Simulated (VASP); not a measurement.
# Sb (I4/mmm) in VASP: a series of runs

Runs on Sb. Level: r2SCAN. Tasks: single point.

Everything below comes from runs of VASP 6.6.1. Logs are shortened: lines on timing, memory, paths and dates and some standing lists are left out, and cuts for length are marked.

## Step 1: The structure

Symmetry: I4/mmm, No. 139, tetragonal system. Conventional cell: a = 3.153 Å, b = 3.153 Å, c = 5.424 Å, α = 90.00°, β = 90.00°, γ = 90.00°. Around Sb (site symmetry 4/mmm) lie 12 Sb at 3.15 to 3.51 Å.

This isn't the form of Sb at room conditions, which is rhombohedral.

## Step 2: Single point, r2SCAN

Contents of INCAR:

```
SYSTEM = Sb
PREC = Accurate
ENCUT = 300
EDIFF = 1E-6
ISMEAR = 0
SIGMA = 0.1
LREAL = .FALSE.
LASPH = .TRUE.
NELM = 100
ALGO = Normal
ISIF = 2
LWAVE = .FALSE.
LCHARG = .FALSE.
METAGGA = R2SCAN
LMIXTAU = .TRUE.
ADDGRID = .FALSE.
```

Contents of KPOINTS:

```
regular mesh
0
G
  13 13 13
  0 0 0
```

Contents of POSCAR:

```
Sb
1.0
   -1.5765401831      1.5765401831      2.7119384313
    1.5765401831     -1.5765401831      2.7119384313
    1.5765401831      1.5765401831     -2.7119384313
Sb
1
Direct
    0.0000000000      0.0000000000      0.0000000000
```

Potentials or basis: VASP PAW PBE potentials, release 64 (Sb).

Run with:

```console
$ cat potpaw_PBE.64/Sb/POTCAR > POTCAR
$ mpirun -np 1 vasp_std > vasp.out
```

OUTCAR:

```text
SYSTEM = Sb
   PREC = Accurate
   ENCUT = 300
   EDIFF = 1E-6
   ISMEAR = 0
   LREAL = .FALSE.
   LASPH = .TRUE.
   NELM = 100
   ISIF = 2
   METAGGA = R2SCAN

 Found    196 irreducible k-points:

 Following reciprocal coordinates:
            Coordinates               Weight
  0.000000  0.000000  0.000000      1.000000
  0.076923  0.000000 -0.000000      8.000000
  0.153846  0.000000 -0.000000      8.000000
  0.230769  0.000000 -0.000000      8.000000
  0.307692  0.000000 -0.000000      8.000000
  0.384615  0.000000 -0.000000      8.000000
   k-points           NKPTS =    196   k-points in BZ     NKDIM =    196   number of bands    NBANDS=      6
   number of dos      NEDOS =    301   number of ions     NIONS =      1
   total plane-waves  NPLWV =   8000
   dimension x,y,z NGX =    20 NGY =   20 NGZ =   20
   dimension x,y,z NGXF=    40 NGYF=   40 NGZF=   40
   ions per type =               1
   NGX,Y,Z   is equivalent  to a cutoff of   9.47,  9.47,  9.47 a.u.
   NGXF,Y,Z  is equivalent  to a cutoff of  18.94, 18.94, 18.94 a.u.
 SYSTEM =  Sb
   PREC   = accura    normal or accurate (medium, high low for compatibility)
   ISTART =      0    job   : 0-new  1-cont  2-samecut
   ICHARG =      2    charge: 1-file 2-atom 10-const
   ISPIN  =      1    spin polarized calculation?
   LNONCOLLINEAR =      F non collinear calculations
   LSORBIT =      F    spin-orbit coupling
   LASPH  =      T    aspherical Exc in radial PAW
   ENCUT  =  300.0 eV  22.05 Ry    4.70 a.u.   4.96  4.96  4.96*2*pi/ulx,y,z
   NELM   =    100;   NELMIN=  2; NELMDL= -5     # of ELM steps
   EDIFF  = 0.1E-05   stopping-criterion for ELM
   LREAL  =      F    real-space projection
   EDIFFG = 0.1E-04   stopping-criterion for IOM
   NSW    =      0    number of steps for IOM
   IBRION =     -1    ionic relax: 0-MD 1-quasi-New 2-CG
   NFREE  =      0    steps in history (QN), initial steepest desc. (CG)
   ISIF   =      2    stress and relaxation
   ISYM   =      2    0-nonsym 1-usesym 2-fastsym
   POTIM  = 0.5000    time-step for ionic-motion
   TEBEG  =    0.0;   TEEND  =   0.0 temperature during run
   PSTRESS=    0.0 pullay stress
   NELECT =       5.0000    total number of electrons
   NUPDOWN=      -1.0000    fix difference up-down
   EMIN   =  10.00;   EMAX   =-10.00  energy-range for DOS
   EFERMI =   0.00;   METHOD = LEGACY
   ISMEAR =     0;   SIGMA  =   0.10  broadening in eV -4-tet -1-fermi 0-gaus
   EFERMI_NEDOS =   21; number of points for ismear=-14 and -15
   IALGO  =     38    algorithm
   IMIX   =      4    mixing-type and parameters
     AMIX     =   0.40;   BMIX     =  1.00
     AMIX_MAG =   1.60;   BMIX_MAG =  1.00
  volume/ion in A,a.u.               =      26.96       181.95
  Fermi-wavevector in a.u.,A,eV,Ry     =   0.933573  1.764197 11.858269  0.871558
  Thomas-Fermi vector in A             =   2.060288
   LORBIT       =      0    0 simple, 1 ext, 2 COOP (PROOUT), +10 PAW based schemes
   METAGGA = R2SCAN    functional components
   LHFCALC =     F    Hartree Fock is set to
   AEXX    =    0.0000 exact exchange contribution
   IVDW    =     0    specifies the selected vdW correction
   LEPSILON=     F    determine dielectric tensor
   LRPA    =     F    only Hartree local field effects (RPA)
 non-spin polarized calculation
 Gauss-broadening in eV      SIGMA  =   0.10
  energy-cutoff  :      300.00
  volume of cell :       26.96
 maximum number of plane-waves:       335
   NGX =  9   NGY =  9   NGZ =  9

 number of electron       4.9999998 magnetization

 Free energy of the ion-electron system (eV)
  ---------------------------------------------------
  ext. energy  EPLUGINS =         0.00000000
  ---------------------------------------------------
  free energy    TOTEN  =       -25.26838197 eV

  energy without entropy =      -25.26576527  energy(sigma->0) =      -25.26707362

 E-fermi :   8.4837     XC(G=0): -10.7845

 val. band max:        8.4648284635   @ k =  -0.3846   0.3846   0.0769
 cond. band min:       8.4854310794   @ k =  -0.3077  -0.3846   0.2308
 fundamental gap:      0.0206026159
 Fermi energy:         8.4837007639

 k-point     1 :       0.0000    0.0000    0.0000
  band No.  band energies     occupation
      1      -5.1271      2.00000
      2      13.3291      0.00000
      3      14.2064      0.00000
      4      14.2064      0.00000
      5      18.1827      0.00000
      6      19.6847      0.00000

 k-point     2 :       0.0769    0.0000   -0.0000
  band No.  band energies     occupation
      1      -5.0013      2.00000
      2      12.7598      0.00000
      3      13.3550      0.00000
      4      14.1779      0.00000
      5      18.2584      0.00000
      6      18.6296      0.00000

 k-point     3 :       0.1538    0.0000   -0.0000
  band No.  band energies     occupation
      1      -4.6254      2.00000
      2      10.6843      0.00000
      3      12.5121      0.00000
      4      14.1175      0.00000
      5      17.1840      0.00000
      6      18.5772      0.00000

 k-point     4 :       0.2308    0.0000   -0.0000
  band No.  band energies     occupation
      1      -4.0054      2.00000
      2       8.2931      1.99299
      3      11.7286      0.00000
      4      14.0722      0.00000
      5      16.3125      0.00000
      6      18.4601      0.00000

 k-point     5 :       0.3077    0.0000   -0.0000
  band No.  band energies     occupation
      1      -3.1592      2.00000
      2       6.0115      2.00000
      3      11.0545      0.00000
      4      14.0704      0.00000
      5      15.6734      0.00000
      6      18.4972      0.00000

 k-point     6 :       0.3846    0.0000   -0.0000
  band No.  band energies     occupation
      1      -2.1456      2.00000
      2       4.0062      2.00000
      3      10.5702      0.00000
      4      14.1051      0.00000
      5      15.2534      0.00000
      6      18.7215      0.00000

 [... further k-points ...]

------------------------ aborting loop because EDIFF is reached ----------------------------------------

  FORCE on cell =-STRESS in cart. coord.  units (eV):
  Direction    XX          YY          ZZ          XY          YZ          ZX
  --------------------------------------------------------------------------------------
  -------------------------------------------------------------------------------------
  Total        0.1933383      0.1933383      0.2547647      0.0000000      0.0000000      0.0000000
  in kB       11.4889011     11.4889011     15.1390936      0.0000000      0.0000000      0.0000000
  external PRESSURE =      12.7056319 kB  Pullay stress =       0.0000000 kB

 VOLUME and BASIS-vectors are now :
 -----------------------------------------------------------------------------
  energy-cutoff  :      300.00
  volume of cell :       26.96
      direct lattice vectors                 reciprocal lattice vectors
    -1.576540183  1.576540183  2.711938431     0.000000000  0.317150178  0.184369967
     1.576540183 -1.576540183  2.711938431     0.317150178  0.000000000  0.184369967
     1.576540183  1.576540183 -2.711938431     0.317150178  0.317150178  0.000000000

 POSITION                                       TOTAL-FORCE (eV/Angst)
 -----------------------------------------------------------------------------------
      0.00000      0.00000      0.00000        -0.000000     -0.000000      0.000000
 -----------------------------------------------------------------------------------
    total drift:                                0.000000     -0.000000     -0.000000

  FREE ENERGIE OF THE ION-ELECTRON SYSTEM (eV)
  ---------------------------------------------------
  free  energy   TOTEN  =       -25.2683819654 eV

  energy  without entropy=      -25.2657652699  energy(sigma->0) =      -25.26707362
```

It took 30 s on 1 thread of Intel Xeon 6975P-C (Granite Rapids), shared host; peak memory 0.13 GiB.

The run converged, but some of its settings lie outside the range that counts as converged, so its numbers aren't taken as properties of the crystal.

Results:

| Item | Value |
| --- | --- |
| Free energy | -25.2684 eV |
| Pressure | 1.3 GPa |
| Band gap on the k mesh | none (metal or under the smearing width) |

Caveat: the PAW data sets were made with another functional, which shifts forces and pressure a little.

## Step 3: Single point, r2SCAN

INCAR is that of step 2.

KPOINTS is that of step 2.

Contents of POSCAR:

```
Sb
1.0
   -1.5638750000      1.6131910000      2.7402030000
    1.6104090000     -1.5604430000      2.7365900000
    1.5281950000      1.5247630000     -2.7095380000
Sb
1
Direct
    0.0004760000      0.0218010000      0.0165680000
```

Potentials or basis: VASP PAW PBE potentials, release 64 (Sb).

Run with:

```console
$ cat potpaw_PBE.64/Sb/POTCAR > POTCAR
$ mpirun -np 1 vasp_std > vasp.out
```

Wall time 2.5 min (1 thread of Intel Xeon 6975P-C (Granite Rapids), shared host); peak memory 0.2 GiB.

The run converged, but some of its settings lie outside the range that counts as converged, so its numbers aren't taken as properties of the crystal.

Results:

```
Free energy            : -25.2699 eV
Pressure               : 1.4 GPa
Band gap on the k mesh : none (metal or under the smearing width)
```

Caveat: the PAW data sets were made with another functional, which shifts forces and pressure a little.

## Step 4: Single point, r2SCAN

Edit INCAR of step 3 so:

```diff
@@ -2,3 +2,3 @@
 PREC = Accurate
-ENCUT = 300
+ENCUT = 250
 EDIFF = 1E-6
```

Contents of KPOINTS:

```
regular mesh
0
G
  15 15 15
  0 0 0
```

Contents of POSCAR:

```
Sb
1.0
   -1.5765401831      1.5765401831      2.7119384313
    1.5765401831     -1.5765401831      2.7119384313
    1.5765401831      1.5765401831     -2.7119384313
Sb
1
Direct
    0.0000000000      0.0000000000      0.0000000000
```

Run with:

```console
$ cat potpaw_PBE.64/Sb/POTCAR > POTCAR
$ mpirun -np 1 vasp_std > vasp.out
```

Wall time 34 s (1 thread of Intel Xeon 6975P-C (Granite Rapids), shared host); peak memory 0.13 GiB.

The run converged, but some of its settings lie outside the range that counts as converged, so its numbers aren't taken as properties of the crystal.

Results:

| Item | Value |
| --- | --- |
| Free energy | -25.2602 eV |
| Pressure | 1.2 GPa |
| Band gap on the k mesh | none (metal or under the smearing width) |

Caveat: the PAW data sets were made with another functional, which shifts forces and pressure a little.

## Step 5: Single point, r2SCAN

INCAR is that of step 4.

KPOINTS is that of step 4.

Contents of POSCAR:

```
Sb
1.0
   -1.5638750000      1.6131910000      2.7402030000
    1.6104090000     -1.5604430000      2.7365900000
    1.5281950000      1.5247630000     -2.7095380000
Sb
1
Direct
    0.0004760000      0.0218010000      0.0165680000
```

Run with:

```console
$ cat potpaw_PBE.64/Sb/POTCAR > POTCAR
$ mpirun -np 1 vasp_std > vasp.out
```

It took 2.4 min on 1 thread of Intel Xeon 6975P-C (Granite Rapids), shared host; peak memory 0.21 GiB.

These settings aren't checked as converged: the numbers below hold their error.

What came out:

- Free energy: -25.2640 eV
- Pressure: 1.1 GPa
- Band gap on the k mesh: none (metal or under the smearing width)

Caveat: the PAW data sets were made with another functional, which shifts forces and pressure a little.

## Step 6: The reference run

An earlier run on the cell as given: functional PBEsol; potentials or basis VASP PAW PBE potentials, release 64 (Sb); cutoff 520 eV; k mesh 12 × 12 × 12; occupations fermi-dirac, width 0.05 eV; no spin polarisation.

- Pressure: -1.3 GPa
- Band gap on the k mesh: none (metal or under the smearing width)
